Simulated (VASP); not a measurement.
# Sc (Fm-3m) in VASP: reference runs

Reference runs on Sc: the cell as given and a disturbed copy, and energy against volume gives the equilibrium volume and stiffness.

Everything below comes from runs of VASP 6.6.1. Logs are shortened: lines on timing, memory, paths and dates and some standing lists are left out, and cuts for length are marked.

### 1 Starting point

It takes space group Fm-3m (No. 225, cubic). The conventional cell has a = 4.520 Å, b = 4.520 Å, c = 4.520 Å, α = 90.00°, β = 90.00°, γ = 90.00°. Sc (site symmetry m-3m) has 12 Sc at 3.20 Å as nearest neighbours.

This isn't the form of Sc at room conditions, which is hcp.

### 2 Single point, PBE

The input, INCAR:

```
SYSTEM = Sc
  PREC = Accurate
  ENCUT = 520
  EDIFF = 1E-7
  ISMEAR = -1
  SIGMA = 0.05
  LREAL = .False.
  LASPH = .True.
  NELM = 80
  ALGO = Normal
  ISIF = 2
  LWAVE = .False.
  LCHARG = .False.
  GGA = PE
  NBANDS = 12
```

The input, KPOINTS:

```
regular mesh
0
Gamma
  10 10 10
  0 0 0
```

The input, POSCAR:

```
Sc
1.0
    0.0000000000      2.2600000000      2.2600000000
    2.2600000000      0.0000000000      2.2600000000
    2.2600000000      2.2600000000      0.0000000000
Sc
1
Direct
    0.0000000000      0.0000000000      0.0000000000
```

Potentials or basis: VASP PAW PBE potentials, release 64 (Sc_sv).

Launch:

```console
$ cat potpaw_PBE.64/Sc_sv/POTCAR > POTCAR
$ mpirun -np 1 vasp_std > vasp.out
```

OUTCAR:

```text
SYSTEM = Sc
   PREC = Accurate
   ENCUT = 520
   EDIFF = 1E-7
   ISMEAR = -1
   LREAL = .False.
   LASPH = .True.
   NELM = 80
   ISIF = 2
   GGA = PE

 ion  position               nearest neighbor table
   1  0.000  0.000  0.000-

  LATTYP: Found a face centered cubic cell.
 ALAT       =     4.5200000000

  Lattice vectors:

 A1 = (   0.0000000000,   2.2600000000,   2.2600000000)
 A2 = (   2.2600000000,   0.0000000000,   2.2600000000)
 A3 = (   2.2600000000,   2.2600000000,   0.0000000000)

Analysis of symmetry for initial positions (statically):
=====================================================================
 Subroutine PRICEL returns:
 Original cell was already a primitive cell.

 Routine SETGRP: Setting up the symmetry group for a
 face centered cubic supercell.

 Subroutine GETGRP returns: Found 48 space group operations
 (whereof 48 operations were pure point group operations)
 out of a pool of 48 trial point group operations.

The static configuration has the point symmetry O_h .

Analysis of symmetry for dynamics (positions and initial velocities):
=====================================================================
 Subroutine PRICEL returns:
 Original cell was already a primitive cell.

 Routine SETGRP: Setting up the symmetry group for a
 face centered cubic supercell.

 Subroutine GETGRP returns: Found 48 space group operations
 (whereof 48 operations were pure point group operations)
 out of a pool of 48 trial point group operations.

The dynamic configuration has the point symmetry O_h .

 Subroutine INISYM returns: Found 48 space group operations
 (whereof 48 operations are pure point group operations),
 and found     1 'primitive' translations

----------------------------------------------------------------------------------------

                                     Primitive cell

  volume of cell :      23.0864

  direct lattice vectors                    reciprocal lattice vectors
     0.000000000  2.260000000  2.260000000    -0.221238938  0.221238938  0.221238938
     2.260000000  0.000000000  2.260000000     0.221238938 -0.221238938  0.221238938
     2.260000000  2.260000000  0.000000000     0.221238938  0.221238938 -0.221238938

  length of vectors
     3.196122651  3.196122651  3.196122651     0.383197081  0.383197081  0.383197081

  position of ions in fractional coordinates (direct lattice)
     0.000000000  0.000000000  0.000000000

  ion indices of the primitive-cell ions
   primitive index   ion index
                 1           1

----------------------------------------------------------------------------------------

 KPOINTS: regular mesh

Automatic generation of k-mesh.
 Grid dimensions read from file:
 generate k-points for:   10   10   10

 Generating k-lattice:

  Cartesian coordinates                     Fractional coordinates (reciprocal lattice)
    -0.022123894  0.022123894  0.022123894     0.100000000  0.000000000  0.000000000
     0.022123894 -0.022123894  0.022123894     0.000000000  0.100000000  0.000000000
     0.022123894  0.022123894 -0.022123894     0.000000000  0.000000000  0.100000000

  Length of vectors
     0.038319708  0.038319708  0.038319708

  Shift w.r.t. Gamma in fractional coordinates (k-lattice)
     0.000000000  0.000000000  0.000000000

 Subroutine IBZKPT returns following result:
 ===========================================

 Found     47 irreducible k-points:

 Following reciprocal coordinates:
            Coordinates               Weight
  0.000000  0.000000  0.000000      1.000000
  0.100000  0.000000  0.000000      8.000000
  0.200000  0.000000  0.000000      8.000000
  0.300000  0.000000  0.000000      8.000000
  0.400000  0.000000  0.000000      8.000000
  0.500000  0.000000  0.000000      4.000000
[... 39 lines left out ...]
 -0.300000  0.400000  0.200000     24.000000
 -0.300000  0.500000  0.200000     12.000000
   k-points           NKPTS =     47   k-points in BZ     NKDIM =     47   number of bands    NBANDS=     12
   number of dos      NEDOS =    301   number of ions     NIONS =      1
[... 51 lines left out ...]
      6       5.5090      0.00000
      7       5.9686      0.00000
      8       5.9686      0.00000
      9       7.0175      0.00000
     10       7.3954      0.00000
     11      17.3726      0.00000
     12      19.3523      0.00000

 k-point     8 :       0.2000    0.1000    0.0000
  band No.  band energies     occupation
      1     -45.0995      2.00000
      2     -23.6413      2.00000
      3     -23.5369      2.00000
      4     -23.5296      2.00000
      5      -0.2318      2.00000
      6       5.1363      0.00000
      7       6.1017      0.00000
      8       6.1490      0.00000
      9       6.8198      0.00000
     10       7.4773      0.00000
     11      17.1115      0.00000
     12      17.9686      0.00000
[... 406 lines left out ...]
 k-point    36 :       0.4000    0.3000    0.1000
  band No.  band energies     occupation
      1     -45.0533      2.00000
      2     -23.8306      2.00000
      3     -23.6387      2.00000
      4     -23.5991      2.00000
      5       1.7206      2.00000
      6       4.1731      0.60897
      7       5.3411      0.00000
      8       7.0779      0.00000
      9       7.2256      0.00000
     10       8.2756      0.00000
     11      15.2210      0.00000
     12      15.5760      0.00000

 k-point    37 :       0.5000    0.3000    0.1000
  band No.  band energies     occupation
      1     -45.0378      2.00000
      2     -23.8828      2.00000
      3     -23.6872      2.00000
      4     -23.6184      2.00000
      5       2.5997      2.00000
      6       4.0150      1.82374
      7       4.9518      0.00000
      8       6.9241      0.00000
      9       7.8968      0.00000
     10       8.9258      0.00000
     11      13.0439      0.00000
     12      15.2336      0.00000

 k-point    38 :      -0.4000    0.3000    0.1000
  band No.  band energies     occupation
      1     -45.0296      2.00000
      2     -23.8988      2.00000
      3     -23.7292      2.00000
      4     -23.6234      2.00000
      5       3.3557      2.00000
      6       3.7594      1.99884
      7       4.8506      0.00000
      8       6.7044      0.00000
      9       8.1660      0.00000
     10       9.8341      0.00000
     11      11.3066      0.00000
     12      14.9205      0.00000

 k-point    39 :      -0.3000    0.3000    0.1000
  band No.  band energies     occupation
      1     -45.0321      2.00000
      2     -23.8816      2.00000
      3     -23.7439      2.00000
      4     -23.6079      2.00000
      5       3.2363      2.00000
      6       4.0271      1.78072
      7       4.6816      0.00003
      8       6.6452      0.00000
      9       7.8640      0.00000
     10       9.6364      0.00000
     11      12.0144      0.00000
     12      14.2444      0.00000

 k-point    40 :      -0.2000    0.3000    0.1000
  band No.  band energies     occupation
      1     -45.0442      2.00000
      2     -23.8576      2.00000
      3     -23.7014      2.00000
      4     -23.5818      2.00000
      5       2.4155      2.00000
      6       4.3562      0.02225
      7       4.8268      0.00000
      8       6.6903      0.00000
      9       7.3288      0.00000
     10       8.9892      0.00000
     11      13.9874      0.00000
     12      14.1775      0.00000

 [... further k-points ...]
[... 5 lines left out ...]
  --------------------------------------------------------------------------------------
  -------------------------------------------------------------------------------------
  Total        0.5520102      0.5520102      0.5520102     -0.0000000     -0.0000000     -0.0000000
  in kB       38.3091403     38.3091403     38.3091403     -0.0000000     -0.0000000     -0.0000000
  external PRESSURE =      38.3091403 kB  Pullay stress =       0.0000000 kB

 VOLUME and BASIS-vectors are now :
 -----------------------------------------------------------------------------
  energy-cutoff  :      520.00
  volume of cell :       23.09
      direct lattice vectors                 reciprocal lattice vectors
     0.000000000  2.260000000  2.260000000    -0.221238938  0.221238938  0.221238938
     2.260000000  0.000000000  2.260000000     0.221238938 -0.221238938  0.221238938
     2.260000000  2.260000000  0.000000000     0.221238938  0.221238938 -0.221238938

 POSITION                                       TOTAL-FORCE (eV/Angst)
 -----------------------------------------------------------------------------------
      0.00000      0.00000      0.00000        -0.000000     -0.000000      0.000000
 -----------------------------------------------------------------------------------
    total drift:                                0.000000      0.000000     -0.000000

  FREE ENERGIE OF THE ION-ELECTRON SYSTEM (eV)
  ---------------------------------------------------
  free  energy   TOTEN  =        -6.1888854817 eV

  energy  without entropy=       -6.1728045680  energy(sigma->0) =       -6.18084502
```

It took 4.9 s on 1 thread of Intel Xeon Platinum 8559C (Emerald Rapids), shared host; peak memory 0.14 GiB.

What came out:

| Property | Result |
| --- | --- |
| Free energy | -6.1889 eV |
| Pressure | 3.8 GPa |
| Band gap on the k mesh | none (metal or under the smearing width) |

### 3 Single point, PBE (cell strained at random at fixed volume)

The input, INCAR:

```
SYSTEM = Sc
  PREC = Accurate
  ENCUT = 520
  EDIFF = 1E-7
  ISMEAR = -1
  SIGMA = 0.05
  LREAL = .FALSE.
  LASPH = .TRUE.
  NELM = 100
  ALGO = Normal
  ISIF = 2
  LWAVE = .FALSE.
  LCHARG = .FALSE.
  GGA = PE
  NBANDS = 12
```

The input, KPOINTS:

```
Automatic mesh
0
G
  10 10 10
  0 0 0
```

The input, POSCAR:

```
Sc
1.0
   -0.0116770000      2.2503010000      2.2952860000
    2.2484430000     -0.0235140000      2.3071230000
    2.2121240000      2.2258190000      0.0128050000
Sc
1
Direct
   -0.0081780000      0.0007790000     -0.0045000000
```

Potentials or basis: VASP PAW PBE potentials, release 64 (Sc_sv).

Launch:

```console
$ cat potpaw_PBE.64/Sc_sv/POTCAR > POTCAR
$ mpirun -np 1 vasp_std > vasp.out
```

It took 39 s on 1 thread of Intel Xeon Platinum 8559C (Emerald Rapids), shared host; peak memory 0.24 GiB.

It converged, with:

```yaml
Free_energy: -6.1865 eV
Pressure: 3.8 GPa
Band_gap_on_the_k_mesh: none (metal or under the smearing width)
```

Stress tensor (GPa, compression positive):
```
 4.11  0.90 -0.42
 0.90  3.98 -0.01
-0.42 -0.01  3.45
```

Levels at points of the mesh, in eV from the Fermi level:
```
           k point  band 3  band 4  band 5  band 6  band 7  band 8
(0.00, 0.00, 0.00)  -27.63  -27.63   -5.31    1.55    1.64    1.84
(0.50, 0.00, 0.00)  -27.70  -27.69   -1.85    0.32    1.37    1.75
(0.00, 0.50, 0.00)  -27.70  -27.68   -1.87    0.25    1.42    1.74
(0.50, 0.50, 0.00)  -27.81  -27.78   -1.67   -0.68    1.93    4.15
(0.00, 0.00, 0.50)  -27.71  -27.70   -1.81    0.48    1.49    1.55
(0.50, 0.00, 0.50)  -27.83  -27.79   -1.65   -0.72    2.23    4.13
(0.00, 0.50, 0.50)  -27.83  -27.80   -1.64   -0.74    2.33    4.13
(0.50, 0.50, 0.50)  -27.71  -27.69   -1.82    0.40    1.49    1.60
```

### 4 Equation of state, PBE, 21.70 Å³/atom (volume scaled by 0.94)

The input, INCAR:

```
PREC = Accurate
ENCUT = 520
EDIFF = 1E-7
ISMEAR = -1
SIGMA = 0.05
LREAL = F
LASPH = T
NELM = 100
ALGO = Normal
ISIF = 2
LWAVE = F
LCHARG = F
GGA = PE
NBANDS = 12
```

The input, KPOINTS:

```
regular mesh
0
Gamma
  10 10 10
```

The input, POSCAR:

```
Sc
1.0
    0.0000000000      2.2138646057      2.2138646057
    2.2138646057      0.0000000000      2.2138646057
    2.2138646057      2.2138646057      0.0000000000
Sc
1
Direct
    0.0000000000      0.0000000000      0.0000000000
```

Launch:

```console
$ cat potpaw_PBE.64/Sc_sv/POTCAR > POTCAR
$ mpirun -np 1 vasp_std > vasp.out
```

Run time: 5.9 s. Hardware: 1 thread of Intel Xeon Platinum 8559C (Emerald Rapids), shared host; peak memory 0.14 GiB.

Results (log left out):

```yaml
Free_energy: -6.1372 eV
Pressure: 8.1 GPa
Band_gap_on_the_k_mesh: none (metal or under the smearing width)
```

### 5 Equation of state, PBE, 22.16 Å³/atom (volume scaled by 0.96)

Edit INCAR of step 4 so:

```diff
@@ -7,3 +7,3 @@
 LASPH = T
-NELM = 100
+NELM = 80
 ALGO = Normal
```

KPOINTS is that of step 4.

The input, POSCAR:

```
Sc
1.0
    0.0000000000      2.2294557152      2.2294557152
    2.2294557152      0.0000000000      2.2294557152
    2.2294557152      2.2294557152      0.0000000000
Sc
1
Direct
    0.0000000000      0.0000000000      0.0000000000
```

Launch:

```console
$ cat potpaw_PBE.64/Sc_sv/POTCAR > POTCAR
$ mpirun -np 1 vasp_std > vasp.out
```

It took 6.3 s on 1 thread of Intel Xeon Platinum 8559C (Emerald Rapids), shared host; peak memory 0.13 GiB.

The run converged. Its results:

| Property | Result |
| --- | --- |
| Free energy | -6.1587 eV |
| Pressure | 6.6 GPa |
| Band gap on the k mesh | none (metal or under the smearing width) |

### 6 Equation of state, PBE, 22.62 Å³/atom (volume scaled by 0.98)

The input, INCAR:

```
PREC     = Accurate       # precision mode
ENCUT    = 520            # plane-wave cutoff, eV
EDIFF    = 1E-7           # SCF threshold, eV
ISMEAR   = -1             # smearing method
SIGMA    = 0.05           # smearing width, eV
LREAL    = False          # projectors in reciprocal space
LASPH    = True           # aspherical terms in the spheres
NELM     = 100            # most SCF steps
ALGO     = Normal         # electronic algorithm
ISIF     = 2              # what is computed and relaxed
LWAVE    = False          # write WAVECAR
LCHARG   = False          # write CHGCAR
GGA      = PE             # functional
NBANDS   = 12             # bands
```

KPOINTS is that of step 5.

The input, POSCAR:

```
Sc
1.0
    0.0000000000      2.2448317577      2.2448317577
    2.2448317577      0.0000000000      2.2448317577
    2.2448317577      2.2448317577      0.0000000000
Sc
1
Direct
    0.0000000000      0.0000000000      0.0000000000
```

Potentials or basis: VASP PAW PBE potentials, release 64 (Sc_sv).

Launch:

```console
$ cat potpaw_PBE.64/Sc_sv/POTCAR > POTCAR
$ mpirun -np 1 vasp_std > vasp.out
```

It took 6.2 s on 1 thread of Intel Xeon Platinum 8559C (Emerald Rapids), shared host; peak memory 0.14 GiB.

The run converged. Its results:

```
Free energy            : -6.1758 eV
Pressure               : 5.2 GPa
Band gap on the k mesh : none (metal or under the smearing width)
```

### 7 Equation of state, PBE, 23.55 Å³/atom (volume scaled by 1.02)

The input, INCAR:

```
  ALGO = Normal
  EDIFF = 1E-7
  ENCUT = 520
  GGA = PE
  ISIF = 2
  ISMEAR = -1
  LASPH = T
  LCHARG = F
  LREAL = F
  LWAVE = F
  NBANDS = 12
  NELM = 60
  PREC = Accurate
  SIGMA = 0.05
```

The input, KPOINTS:

```
k-points
0
Gamma
  10 10 10
```

The input, POSCAR:

```
Sc
1.0
    0.0000000000      2.2749673236      2.2749673236
    2.2749673236      0.0000000000      2.2749673236
    2.2749673236      2.2749673236      0.0000000000
Sc
1
Direct
    0.0000000000      0.0000000000      0.0000000000
```

Launch:

```console
$ cat potpaw_PBE.64/Sc_sv/POTCAR > POTCAR
$ mpirun -np 1 vasp_std > vasp.out
```

It took 8.1 s on 1 thread of Intel Xeon Platinum 8559C (Emerald Rapids), shared host; peak memory 0.13 GiB.

It converged, with:

| Item | Value |
| --- | --- |
| Free energy | -6.1984 eV |
| Pressure | 2.6 GPa |
| Band gap on the k mesh | none (metal or under the smearing width) |

### 8 Equation of state, PBE, 24.01 Å³/atom (volume scaled by 1.04)

The input, INCAR:

```
SYSTEM = Sc
PREC     = Accurate       ! precision mode
ENCUT    = 520            ! plane-wave cutoff, eV
EDIFF    = 1E-7           ! SCF threshold, eV
ISMEAR   = -1             ! smearing method
SIGMA    = 0.05           ! smearing width, eV
LREAL    = .False.        ! projectors in reciprocal space
LASPH    = .True.         ! aspherical terms in the spheres
NELM     = 100            ! most SCF steps
ALGO     = Normal         ! electronic algorithm
ISIF     = 2              ! what is computed and relaxed
LWAVE    = .False.        ! write WAVECAR
LCHARG   = .False.        ! write CHGCAR
GGA      = PE             ! functional
NBANDS   = 12             ! bands
```

The input, KPOINTS:

```
Automatic mesh
0
Gamma
  10 10 10
  0 0 0
```

The input, POSCAR:

```
Sc
1.0
    0.0000000000      2.2897402526      2.2897402526
    2.2897402526      0.0000000000      2.2897402526
    2.2897402526      2.2897402526      0.0000000000
Sc
1
Direct
    0.0000000000      0.0000000000      0.0000000000
```

Launch:

```console
$ cat potpaw_PBE.64/Sc_sv/POTCAR > POTCAR
$ mpirun -np 1 vasp_std > vasp.out
```

It took 7.1 s on 1 thread of Intel Xeon Platinum 8559C (Emerald Rapids), shared host; peak memory 0.13 GiB.

It converged, with:

| Item | Value |
| --- | --- |
| Free energy | -6.2044 eV |
| Pressure | 1.5 GPa |
| Band gap on the k mesh | none (metal or under the smearing width) |

### 9 Equation of state, PBE, 24.47 Å³/atom (volume scaled by 1.06)

The input, INCAR:

```
ALGO     = Normal         # electronic algorithm
EDIFF    = 1E-7           # SCF threshold, eV
ENCUT    = 520            # plane-wave cutoff, eV
GGA      = PE             # functional
ISIF     = 2              # what is computed and relaxed
ISMEAR   = -1             # smearing method
LASPH    = T              # aspherical terms in the spheres
LCHARG   = F              # write CHGCAR
LREAL    = F              # projectors in reciprocal space
LWAVE    = F              # write WAVECAR
NBANDS   = 12             # bands
NELM     = 100            # most SCF steps
PREC     = Accurate       # precision mode
SIGMA    = 0.05           # smearing width, eV
```

The input, KPOINTS:

```
k-points
0
Gamma
  10 10 10
```

The input, POSCAR:

```
Sc
1.0
    0.0000000000      2.3043249787      2.3043249787
    2.3043249787      0.0000000000      2.3043249787
    2.3043249787      2.3043249787      0.0000000000
Sc
1
Direct
    0.0000000000      0.0000000000      0.0000000000
```

Potentials or basis: VASP PAW PBE potentials, release 64 (Sc_sv).

Launch:

```console
$ cat potpaw_PBE.64/Sc_sv/POTCAR > POTCAR
$ mpirun -np 1 vasp_std > vasp.out
```

It took 6.6 s on 1 thread of Intel Xeon Platinum 8559C (Emerald Rapids), shared host; peak memory 0.14 GiB.

Results (log left out):

```
Free energy            : -6.2074 eV
Pressure               : 0.5 GPa
Band gap on the k mesh : none (metal or under the smearing width)
```

### 10 Equation of state, PBE

Potentials or basis: VASP PAW PBE potentials, release 64 (Sc_sv).

This step only gathers the single runs of the series.

What came out:

- Equilibrium volume: 24.72 Å³/atom (rough: see the caveat)
- Bulk modulus: 51 GPa (rough)

Energy against volume, from the lowest point:
```csv
volume (Å³/atom),energy (meV/atom)
21.701,70.16
22.163,48.75
22.625,31.65
23.086,18.52
23.548,9.05
24.010,2.98
24.472,0.00
```

Caveat: the minimum lies outside the volumes run.

### 11 Overview

```tsv
task	cell	gap on the mesh (eV)	pressure (GPa)
single point	as given	none	3.8
single point	cell strained at random at fixed volume	none	3.8
equation of state	as given	-	-
```

Alike in all rows: level PBE; potentials or basis VASP PAW PBE potentials, release 64 (Sc_sv); no spin polarisation; k mesh 10 × 10 × 10; cutoff (eV) 520; smearing fermi-dirac 0.05 eV.

Caveats: the minimum lies outside the volumes run (some runs).

Absolute energies hang on the potentials; compare differences alone.
